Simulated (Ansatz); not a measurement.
A relaxation computed with Ansatz, from input to last step.

```yaml
crystal:
  lattice:
    - [5.1616349826, 0.0, 6.08283e-05]
    - [0.0, 3.1768534941, 0.0]
    - [-0.0034043984, 0.0, 5.3963168079]
  atoms:
    - { symbol: Al, position: [0.0006034235, 0.5, 0.6673576246] }
    - { symbol: Ga, position: [0.4991167026, 0.5, 0.3349195796] }
    - { symbol: Ga, position: [0.499027384, 0.0, 0.8315570006] }
    - { symbol: Ga, position: [0.9998617813, 0.0, 0.1661805284] }
    - { symbol: "N", position: [0.1196687536, 0.5, 0.3400974151] }
    - { symbol: "N", position: [0.1176459797, 0.0, 0.8263760593] }
    - { symbol: "N", position: [0.6204436392, 0.0, 0.1662162869] }
    - { symbol: "N", position: [0.6312323461, 0.5, 0.6672965055] }
basis:
  ecutwfc: 420
kpoints:
  mp_grid: { grid: [6, 8, 6] }
hamiltonian:
  xc: pbesol
scf:
  occupations: { method: gaussian, width: 0.02 }
output:
  forces: true
  stress: true
  eigenvalues: true
relax:
  adjacent_minimum: "off"
  f_tol: 0.008
  max_steps: 40
  cell: { stress_tol: 0.015, fix: [c, angles] }
```

```bash
ansatz run input.yaml --threads 2 --pin off --max-ram 5120MiB --backend cpu --events-out ev --progress --plain --runs-dir out
```

Computed with Ansatz, DFT PBEsol, scalar-relativistic, plane waves, PAW.

Of 5 frames 4 are shown, positions in Å and forces in eV/Å; the SCF threshold varies from step to step. Steps run on the plane waves of an earlier cell, with a Pulay correction in the pressure. The basis is chosen afresh for the last frame, the zero of the energies, and at times for earlier ones too; energy and pressure can step there, also at an unchanged geometry. Where two frames share a geometry here, they differ by under 2 meV/atom and 0.3 GPa.

```xyz
8
Lattice="5.1616 0.0000 0.0001 0.0000 3.1769 0.0000 -0.0034 0.0000 5.3963" Properties=species:S:1:pos:R:3:forces:R:3 pbc="T T T" step=1 free_energy_over_end_meV_per_atom=0.89 pressure_GPa=1.56
Al    0.0008    1.5884    3.6013   -0.1025    0.0000    0.1718
Ga    2.5751    1.5884    1.8074   -0.1094    0.0000   -0.1662
Ga    2.5730    0.0000    4.4874   -0.0999    0.0000   -0.1850
Ga    5.1604    0.0000    0.8968   -0.1018    0.0000    0.1666
N     0.6165    1.5884    1.8353    0.1123    0.0000   -0.1995
N     0.6044    0.0000    4.4594    0.0827    0.0000   -0.1896
N     3.2019    0.0000    0.8970    0.1025    0.0000    0.2094
N     3.2559    1.5884    3.6010    0.1161    0.0000    0.1925
8
Lattice="5.1561 0.0000 0.0001 0.0000 3.1803 0.0000 -0.0034 0.0000 5.3963" Properties=species:S:1:pos:R:3:forces:R:3 pbc="T T T" step=2 free_energy_over_end_meV_per_atom=0.40 pressure_GPa=1.52
Al    0.0011    1.5901    3.6009   -0.0800    0.0000    0.1252
Ga    2.5717    1.5901    1.8075   -0.0752    0.0000   -0.1162
Ga    2.5697    0.0000    4.4870   -0.0696    0.0000   -0.1234
Ga    5.1540    0.0000    0.8970   -0.0756    0.0000    0.1107
N     0.6163    1.5901    1.8302    0.0806    0.0000   -0.1301
N     0.6040    0.0000    4.4543    0.0635    0.0000   -0.1249
N     3.1986    0.0000    0.9023    0.0751    0.0000    0.1330
N     3.2533    1.5901    3.6061    0.0814    0.0000    0.1257
8
Lattice="5.1565 0.0000 0.0001 0.0000 3.1797 0.0000 -0.0034 0.0000 5.3963" Properties=species:S:1:pos:R:3:forces:R:3 pbc="T T T" step=3 free_energy_over_end_meV_per_atom=0.01 pressure_GPa=1.48
Al   -0.0010    1.5899    3.6030   -0.0122    0.0000    0.0022
Ga    2.5697    1.5899    1.8052   -0.0231    0.0000    0.0065
Ga    2.5678    0.0000    4.4844   -0.0219    0.0000    0.0009
Ga    5.1511    0.0000    0.8990   -0.0068    0.0000    0.0012
N     0.6187    1.5899    1.8234    0.0207    0.0000    0.0051
N     0.6064    0.0000    4.4471    0.0158    0.0000    0.0067
N     3.2011    0.0000    0.9094    0.0126    0.0000   -0.0078
N     3.2563    1.5899    3.6138    0.0151    0.0000   -0.0147
8
Lattice="5.1549 0.0000 0.0001 0.0000 3.1811 0.0000 -0.0034 0.0000 5.3963" Properties=species:S:1:pos:R:3:forces:R:3 pbc="T T T" step=5 free_energy_over_end_meV_per_atom=0.00 pressure_GPa=1.45
Al   -0.0014    1.5906    3.6042   -0.0003    0.0000    0.0002
Ga    2.5684    1.5906    1.8041   -0.0001    0.0000    0.0024
Ga    2.5663    0.0000    4.4832   -0.0002    0.0000    0.0000
Ga    5.1495    0.0000    0.9005    0.0000    0.0000   -0.0021
N     0.6193    1.5906    1.8247   -0.0014    0.0000   -0.0001
N     0.6065    0.0000    4.4483    0.0008    0.0000   -0.0002
N     3.2006    0.0000    0.9083    0.0001    0.0000   -0.0013
N     3.2555    1.5906    3.6122    0.0011    0.0000    0.0011
```

It took 94 s on 2 threads of Intel(R) Xeon(R) Platinum 8259CL CPU @ 2.50GHz (Skylake/Cascade Lake), on a shared host, peak memory 0.62 GiB.